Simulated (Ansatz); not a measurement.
# CdSe: convergence with the k mesh, part 2 of 2

How much do the results for CdSe depend on the k mesh?

Ansatz 0.2.0; DFT PBE; a cell built from a prototype (zincblende type), not taken from measurement. The steps go on from the part before.

## (6) With k mesh [8, 8, 8]

input.yaml

```yaml
crystal:
  lattice:
    - [0.0, 3.0980507512, 3.0980507512]
    - [3.0980507512, 0.0, 3.0980507512]
    - [3.0980507512, 3.0980507512, 0.0]
  atoms:
    - { symbol: Cd, position: [0.0, 0.0, 0.0] }
    - { symbol: Se, position: [0.25, 0.25, 0.25] }
kpoints:
  mp_grid: { grid: [8, 8, 8] }
scf:
  occupations: { method: fermi_dirac, width: 0.08 }
hamiltonian:
  xc: pbe
  pseudopotentials: { kind: all_electron, lapw: { basis_error: 0.00025 } }
output:
  forces: true
  stress: true
  eigenvalues: true
```

The log of the run, shortened:

```text
LAPW: plane waves up to 8.921 Å⁻¹, error target 2.5e-4 eV per atom; small_component_spin mean_spin; Se in spheres of 1.294 Å, 24 of its electrons in bands, Dirac shells []; Cd in spheres of 1.389 Å, 30 of its electrons in bands, Dirac shells []
[...]
Pseudopotentials: kind: all_electron
Pseudopotential: Cd, LAPW, valence charge 30, Koelling and Harmon's equation, gaussian nucleus
Pseudopotential: Se, LAPW, valence charge 24, Koelling and Harmon's equation, gaussian nucleus
Functional definition: PBE
[...]
Crystal: 2 atoms, lattice volume = 59.470 Å³
Basis set: ecut = 303.18916649310063 eV, 725 PW (Γ), exchange–correlation at level 2
Bands: 33, of which v1, the nominal top of the filled ones, is band 27 counted from 1 (26 counted from 0)
Symmetry: 24 space group operations
Space group: F-43m (ITA 216), of the structure as read, at distance tolerance 3.9e-5 Å
[...]
SCF iter   1: F=—  HF=-218362.757770 eV  |F-HF|=—  |Δ(HF+E_count)|=         —  Δρ=2.82e-2  dr2=1.05e0  ethr=1.93e-3  ⟨swp⟩=2.0  Hψ=5826  notcnv=0
[...]
the basis was enlarged: its passes take 258.4 KiB over the memory plan, 1 of 1 planned eigensolver slots
[...]
SCF iter   7: F=-218362.371686 eV  HF=-218362.371685 eV  |F-HF|=1.21e-7  |Δ(HF+E_count)|=   2.65e-6  Δρ=8.77e-6  dr2=3.59e-8  ethr=2.00e-9  ⟨swp⟩=3.0  Hψ=2894  notcnv=0
[...]
SCF converged after 7 iterations
Free energy (F): -218362.371686 eV
[...]
E sigma→0 (E₀):  -218362.371494 eV
Entropy (-TS):   -0.000383 eV (-0.192 meV/atom)
Fermi energy:    7.696519 eV
[...]
--- Forces (eV/Å), atoms counted from 1 ---
  atom   1  Cd    -0.00000000     0.00000000     0.00000000
  atom   2  Se     0.00000000    -0.00000000     0.00000000
[...]
--- Stress (GPa, compression-positive) ---
        0.013244       0.000000      -0.000000
        0.000000       0.013244       0.000000
       -0.000000       0.000000       0.013244
  P = ⅓ Tr σ = 0.0132 GPa (0.132 kbar)
--- Band table (eV; the first three rows and the last of 29) ---
[...]
```

Wall time 29 s (1 thread, shared host).

Read from it: pressure 0.01 GPa; gap on the k mesh 0.49 eV.

## (7) With k mesh [8, 8, 8], PAW files

input.yaml, as its differences from that of step 6:

```diff
@@ -14,3 +14,3 @@
   xc: pbe
-  pseudopotentials: { kind: all_electron, lapw: { basis_error: 0.00025 } }
+  pseudopotentials: { kind: paw }
 output:
@@ -19 +19,2 @@
   eigenvalues: true
+  efg: { contact_densities: true }
```

The log of the run, shortened:

```text
Cd: output.efg is read without spin–orbit coupling, which moves field gradients at and beside such atoms by some per cent and up to a factor of two; PAW files take it under magnetization.noncollinear and magnetization.spin_orbit
[...]
Pseudopotentials: kind: paw
Pseudopotential: Cd, paw, valence charge 20, recommended cutoff 420 eV (normal)
Pseudopotential: Se, paw, valence charge 16, recommended cutoff 420 eV (normal)
Functional definition: PBE
[...]
Crystal: 2 atoms, lattice volume = 59.470 Å³
Basis set: ecut = 420 eV, 1211 PW (Γ), exchange–correlation on 60×60×60 points (8 copies of the dense FFT grid, shifted against one another)
Bands: 22, of which v1, the nominal top of the filled ones, is band 18 counted from 1 (17 counted from 0)
Symmetry: 24 space group operations
Space group: F-43m (ITA 216), of the structure as read, at distance tolerance 3.9e-5 Å
[...]
Free energy (F): -13724.796270 eV
[...]
E sigma→0 (E₀):  -13724.796079 eV
Entropy (-TS):   -0.000383 eV (-0.191 meV/atom)
Fermi energy:    7.040819 eV
[...]
--- Forces (eV/Å), atoms counted from 1 ---
  atom   1  Cd     0.00000000     0.00000000    -0.00000000
  atom   2  Se    -0.00000000     0.00000000     0.00000000
[...]
--- Stress (GPa, compression-positive) ---
       -0.000187       0.000000      -0.000000
        0.000000      -0.000187       0.000000
       -0.000000       0.000000      -0.000187
  P = ⅓ Tr σ = -0.0002 GPa (-0.002 kbar)
--- PAW observables at the nuclei: V_zz in 10²¹ V/m², potentials from the cell's mean, atoms counted from 1 ---
  atom   1  Cd V_zz =    +0.000000   η = 0.0000   by run symmetry: forbidden
            electrostatic potential = -7703.486008 V   contact ρ = 1035909.055621 e/Å³
  atom   2  Se V_zz =    -0.000000   η = 0.0000   by run symmetry: forbidden
            electrostatic potential = -4709.144612 V   contact ρ = 262878.055907 e/Å³
--- Band table (eV; the first three rows and the last of 29) ---
[... band rows left out ...]
[...]
```

Wall time 5 s (1 thread, shared host).

In short: pressure 0.00 GPa; gap on the k mesh 0.49 eV.

## (8) With k mesh [14, 14, 14]

input.yaml, as its differences from that of step 7:

```diff
@@ -9,3 +9,3 @@
 kpoints:
-  mp_grid: { grid: [8, 8, 8] }
+  mp_grid: { grid: [14, 14, 14] }
 scf:
@@ -14,3 +14,3 @@
   xc: pbe
-  pseudopotentials: { kind: paw }
+  pseudopotentials: { kind: all_electron, lapw: { basis_error: 0.00025 } }
 output:
@@ -19,2 +19 @@
   eigenvalues: true
-  efg: { contact_densities: true }
```

The log of the run, shortened:

```text
LAPW: plane waves up to 8.921 Å⁻¹, error target 2.5e-4 eV per atom; small_component_spin mean_spin; Se in spheres of 1.294 Å, 24 of its electrons in bands, Dirac shells []; Cd in spheres of 1.389 Å, 30 of its electrons in bands, Dirac shells []
[...]
Pseudopotentials: kind: all_electron
Pseudopotential: Cd, LAPW, valence charge 30, Koelling and Harmon's equation, gaussian nucleus
Pseudopotential: Se, LAPW, valence charge 24, Koelling and Harmon's equation, gaussian nucleus
Functional definition: PBE
[...]
Crystal: 2 atoms, lattice volume = 59.470 Å³
Basis set: ecut = 303.18916649310063 eV, 725 PW (Γ), exchange–correlation at level 2
Bands: 33, of which v1, the nominal top of the filled ones, is band 27 counted from 1 (26 counted from 0)
Symmetry: 24 space group operations
Space group: F-43m (ITA 216), of the structure as read, at distance tolerance 3.9e-5 Å
[...]
SCF iter   1: F=—  HF=-218362.758057 eV  |F-HF|=—  |Δ(HF+E_count)|=         —  Δρ=2.82e-2  dr2=1.04e0  ethr=1.93e-3  ⟨swp⟩=2.0  Hψ=20904  notcnv=0
[...]
the basis was enlarged: its passes take 258.4 KiB over the memory plan, 1 of 1 planned eigensolver slots
[...]
SCF iter   7: F=-218362.372432 eV  HF=-218362.372432 eV  |F-HF|=1.20e-7  |Δ(HF+E_count)|=   2.64e-6  Δρ=8.76e-6  dr2=3.57e-8  ethr=1.99e-9  ⟨swp⟩=3.0  Hψ=10378  notcnv=0
[...]
SCF converged after 7 iterations
Free energy (F): -218362.372432 eV
[...]
E sigma→0 (E₀):  -218362.372360 eV
Entropy (-TS):   -0.000145 eV (-0.072 meV/atom)
Fermi energy:    7.759532 eV
[...]
--- Forces (eV/Å), atoms counted from 1 ---
  atom   1  Cd    -0.00000000     0.00000000    -0.00000000
  atom   2  Se     0.00000000    -0.00000000    -0.00000000
[...]
--- Stress (GPa, compression-positive) ---
        0.012371       0.000000      -0.000000
        0.000000       0.012371       0.000000
       -0.000000       0.000000       0.012371
  P = ⅓ Tr σ = 0.0124 GPa (0.124 kbar)
--- Band table (eV; the first three rows and the last of 104) ---
[...]
```

It took 93 s on 1 thread, shared host.

In short: pressure 0.01 GPa; gap on the k mesh 0.50 eV.

## (9) With k mesh [14, 14, 14], PAW files

input.yaml, as its differences from that of step 8:

```diff
@@ -14,3 +14,3 @@
   xc: pbe
-  pseudopotentials: { kind: all_electron, lapw: { basis_error: 0.00025 } }
+  pseudopotentials: { kind: paw }
 output:
@@ -19 +19,2 @@
   eigenvalues: true
+  efg: { contact_densities: true }
```

The log of the run, shortened:

```text
Cd: output.efg is read without spin–orbit coupling, which moves field gradients at and beside such atoms by some per cent and up to a factor of two; PAW files take it under magnetization.noncollinear and magnetization.spin_orbit
[...]
Pseudopotentials: kind: paw
Pseudopotential: Cd, paw, valence charge 20, recommended cutoff 420 eV (normal)
Pseudopotential: Se, paw, valence charge 16, recommended cutoff 420 eV (normal)
Functional definition: PBE
[...]
Crystal: 2 atoms, lattice volume = 59.470 Å³
Basis set: ecut = 420 eV, 1211 PW (Γ), exchange–correlation on 60×60×60 points (8 copies of the dense FFT grid, shifted against one another)
Bands: 22, of which v1, the nominal top of the filled ones, is band 18 counted from 1 (17 counted from 0)
Symmetry: 24 space group operations
Space group: F-43m (ITA 216), of the structure as read, at distance tolerance 3.9e-5 Å
[...]
Free energy (F): -13724.797011 eV
[...]
E sigma→0 (E₀):  -13724.796939 eV
Entropy (-TS):   -0.000145 eV (-0.072 meV/atom)
Fermi energy:    7.103826 eV
[...]
--- Forces (eV/Å), atoms counted from 1 ---
  atom   1  Cd     0.00000000    -0.00000000    -0.00000000
  atom   2  Se    -0.00000000    -0.00000000    -0.00000000
[...]
--- Stress (GPa, compression-positive) ---
       -0.001039       0.000000      -0.000000
       -0.000000      -0.001039       0.000000
       -0.000000       0.000000      -0.001039
  P = ⅓ Tr σ = -0.0010 GPa (-0.010 kbar)
--- PAW observables at the nuclei: V_zz in 10²¹ V/m², potentials from the cell's mean, atoms counted from 1 ---
  atom   1  Cd V_zz =    -0.000000   η = 0.0000   by run symmetry: forbidden
            electrostatic potential = -7703.486213 V   contact ρ = 1035909.136582 e/Å³
  atom   2  Se V_zz =    -0.000000   η = 0.0000   by run symmetry: forbidden
            electrostatic potential = -4709.143213 V   contact ρ = 262878.121556 e/Å³
--- Band table (eV; the first three rows and the last of 104) ---
[... band rows left out ...]
[...]
```

Wall time 14 s (1 thread, shared host).

This run gives: pressure 0.00 GPa; gap on the k mesh 0.50 eV.

## (10) The sweep in one table

```
        k mesh  energy from the last row of the method (meV/atom)  pressure (GPa)  gap on the k mesh (eV)  SCF cycles, all passes   time
   3×3×3, LAPW                                              97.01            0.75                    0.45                       7    7 s
    3×3×3, PAW                                              97.05            0.73                    0.45                       6  3.7 s
   5×5×5, LAPW                                               6.76            0.06                    0.49                       7  8.5 s
    5×5×5, PAW                                               6.76            0.04                    0.49                       6  4.7 s
   8×8×8, LAPW                                               0.43            0.01                    0.49                       7   29 s
    8×8×8, PAW                                               0.43            0.00                    0.49                       6    5 s
14×14×14, LAPW                                               0.00            0.01                    0.50                       7   93 s
 14×14×14, PAW                                               0.00            0.00                    0.50                       6   14 s
```

Energies are those extrapolated to zero smearing.

## (11) What came out

This closing draws on all 2 parts.

```
                              quantity             value
energy error of the loosest run (LAPW)     97.0 meV/atom
                within 1 meV/atom from      k mesh 8×8×8
    pressure, lowest to highest (LAPW)  0.01 to 0.75 GPa
         gap, lowest to highest (LAPW)   0.45 to 0.50 eV
```

What this shows: The loosest usable run is off by 97.0 meV/atom from the tightest; from k mesh 8×8×8 on, all lie within 1 meV/atom of it. The pressure spans 0.73 GPa (LAPW). The tightest run took 93 s against 7 s for the loosest.
